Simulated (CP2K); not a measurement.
## InP under changes of volume

One of the cells (25.167 Å³/atom); the others are scaled copies at fixed shape and fractional positions:

```
CELL_PARAMETERS angstrom
4.14435 0.00000 0.00000
2.07218 3.58911 0.00000
2.07218 1.19637 3.38385
ATOMIC_POSITIONS crystal
In 0.00000 0.00000 0.00000
P 0.75000 0.75000 0.75000
```

```yaml
Program: CP2K 2026.2
Functional: PBE
Potentials_or_basis: POTENTIAL_UZH In GTH-PBE-q13, P GTH-PBE-q5; TZVP-MOLOPT-PBE-GTH basis
Density_cutoff: 6123 eV
k_mesh: 8 × 8 × 8
Occupations: fermi-dirac, width 0.05 eV
Spin: no spin polarisation
```

```csv
volume (Å³/atom),energy over the lowest point (meV/atom),pressure (GPa),gap on the mesh (eV)
23.657,78.04,9.3,1.03
24.160,51.93,7.3,0.91
24.663,31.80,5.5,0.80
25.167,17.07,3.9,0.69
25.670,?,?,?
26.173,1.63,1.1,0.48
26.677,0.00,-0.1,0.37
```

What does the run at 25.670 Å³/atom give?

Energy over the lowest point 7.17 meV/atom; pressure 2.4 GPa; gap on the mesh 0.58 eV.

Worked out: A Birch-Murnaghan fit of order 3 (a polynomial in V^(-2/3)) to the other rows has its minimum at 26.65 Å³/atom with B0 = V·E''(V) = 60 GPa and B' = 4.6. It gives 7.18 meV/atom at 25.670 Å³/atom, against the run's 7.17, and -dE/dV = 2.4 GPa, against 2.4. A straight line through the other rows of the gap, of slope -5.46 eV per unit of ln V (its deformation potential), gives 0.58 eV, against the run's 0.58.

Energies are extrapolated to zero smearing.

Caveats: spin-orbit coupling is left out, which moves the levels of the heavy elements; the basis of atomic orbitals isn't converged, which shifts pressures, moduli and gaps.
